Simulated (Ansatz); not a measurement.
Theory: DFT PBEsol, scalar-relativistic, plane waves, PAW in Ansatz.

Plane waves to 420 eV, a k mesh through Γ of 9×9×4 on the computed 4-atom cell and Gaussian smearing (0.02 eV); no spin polarisation.

```
CELL_PARAMETERS angstrom
4.51122 0.00000 0.00000
-2.25561 3.90683 0.00000
0.00000 0.00000 8.01367
ATOMIC_POSITIONS crystal
Mg 0.33333 0.66667 0.00811
Mg 0.66667 0.33333 0.50811
Te 0.33333 0.66667 0.36189
Te 0.66667 0.33333 0.86189
```

Question: Is this geometry at equilibrium? Which atom feels the largest force?

Answer: It isn't. Atom 3 (Te) feels (0.00, 0.00, 0.27) eV/Å, 0.273 eV/Å in size, and symmetry-related atoms feel the same size.

Question: Give all forces and the stress.

Answer:
| atom | Fx | Fy | Fz |
| --- | --- | --- | --- |
| Mg1 | 0.000 | 0.000 | -0.273 |
| Mg2 | 0.000 | 0.000 | -0.273 |
| Te3 | 0.000 | 0.000 | 0.273 |
| Te4 | 0.000 | 0.000 | 0.273 |
Stress (GPa, compression positive):
```
-1.29  0.00  0.00
 0.00 -1.29  0.00
 0.00  0.00 -3.49
```